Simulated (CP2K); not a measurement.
## Au under changes of volume

One of the cells (17.771 Å³/atom); the others are scaled copies at fixed shape and fractional positions:

```
Au
1.0
     2.90000    0.00000    0.00000
    -1.45000    2.51147    0.00000
     0.00000    0.00000    4.88000
Au
2
Direct
  0.66667 0.33333 0.25000
  0.33333 0.66667 0.75000
```

This isn't the form of Au at room conditions, which is fcc.

* Program: CP2K 2026.2
* Functional: PBEsol
* Potentials or basis: POTENTIAL_UZH Au GTH-PBE-q11; TZVP-MOLOPT-PBE-GTH basis
* Density cutoff: 6803 eV
* k mesh: 11 × 11 × 6
* Occupations: fermi-dirac, width 0.05 eV
* Spin: no spin polarisation

| volume (Å³/atom) | energy over the lowest point (meV/atom) | pressure (GPa) |
| --- | --- | --- |
| 16.705 | 30.35 | 10.9 |
| 17.060 | 11.39 | 6.4 |
| 17.416 | 1.66 | 2.5 |
| 17.771 | 0.00 | -0.9 |
| 18.127 | ? | ? |
| 18.482 | 17.16 | -6.6 |
| 18.837 | 34.33 | -8.8 |

Task: What does the run at 18.127 Å³/atom give?

Result: Energy over the lowest point 5.45 meV/atom; pressure -3.9 GPa.

Worked out: A Birch-Murnaghan fit of order 3 (a polynomial in V^(-2/3)) to the other rows has its minimum at 17.67 Å³/atom with B0 = V·E''(V) = 165 GPa and B' = 5.4 at fixed shape and positions, which overstates the stiffness. It gives 5.47 meV/atom at 18.127 Å³/atom, against the run's 5.45, and -dE/dV = -3.9 GPa, against -3.9.

Energies are extrapolated to zero smearing.

Caveats: with these potentials and basis sets, volumes of gold and of layered tellurides can stand 1.5 % and more from those of plane-wave programs; the potentials were made for another functional, which shifts forces and pressure; the basis of atomic orbitals isn't converged, which shifts pressures, moduli and gaps.
